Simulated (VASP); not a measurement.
Te:

```
CELL_PARAMETERS angstrom
4.45400 0.00000 0.00000
-2.22700 3.85728 0.00000
0.00000 0.00000 5.92400
ATOMIC_POSITIONS crystal
Te 0.26900 0.00000 0.33333
Te 0.00000 0.26900 0.66667
Te 0.73100 0.73100 0.00000
```

```yaml
Program: VASP 6.6.1
Task: relaxation of cell and atoms
Functional: SCAN
Dispersion: rVV10
Potentials_or_basis: VASP PAW PBE potentials, release 64 (Te)
Cutoff: 400 eV
k_mesh: 9 × 9 × 6
Occupations: gaussian, width 0.03 eV
Spin: no spin polarisation
```

At the start: pressure -0.4 GPa; volume 33.93 Å³/atom.

How do energy, volume and symmetry change on relaxing?

Over 19 steps the energy falls by 2.9 meV/atom and the volume is 32.76 Å³/atom (-3.4 %); space group P3_121 (No. 152, to 0.05 Å).

The path:
```csv
step,energy change (eV),largest force (eV/Å),pressure (GPa),volume (Å³)
1,0.0000,0.0508,-0.38,101.78
2,-0.0017,0.1025,0.12,100.60
3,-0.0018,0.1053,0.15,100.54
4,-0.0035,0.0920,0.13,100.20
5,-0.0070,0.0604,0.09,99.18
6,-0.0066,0.0003,0.17,97.14
7,-0.0081,0.0336,0.11,98.25
8,-0.0083,0.0006,-0.18,98.75
9,-0.0084,0.0119,-0.07,98.57
10,-0.0086,0.0098,-0.02,98.48
11,-0.0086,0.0089,0.00,98.45
12,-0.0086,0.0089,0.01,98.45
13,-0.0086,0.0039,-0.02,98.46
14,-0.0086,0.0011,-0.04,98.46
15,-0.0086,0.0009,-0.03,98.43
16,-0.0086,0.0001,0.00,98.33
17,-0.0086,0.0000,0.00,98.29
18,-0.0086,0.0011,0.00,98.29
19,-0.0086,0.0021,-0.01,98.28
```

Final structure:
```cif
data_structure
_symmetry_space_group_name_H-M 'P 1'
_symmetry_Int_Tables_number 1
_cell_length_a 4.3708
_cell_length_b 4.3708
_cell_length_c 5.9404
_cell_angle_alpha 90.000
_cell_angle_beta 90.000
_cell_angle_gamma 120.000
_cell_volume 98.28
loop_
_atom_site_label
_atom_site_type_symbol
_atom_site_fract_x
_atom_site_fract_y
_atom_site_fract_z
_atom_site_occupancy
Te1 Te 0.27877 0.00000 0.33333 1
Te2 Te 0.00000 0.27877 0.66667 1
Te3 Te 0.72123 0.72123 0.00000 1
```

Caveat: the PAW data sets were made with another functional, which shifts forces and pressure a little.
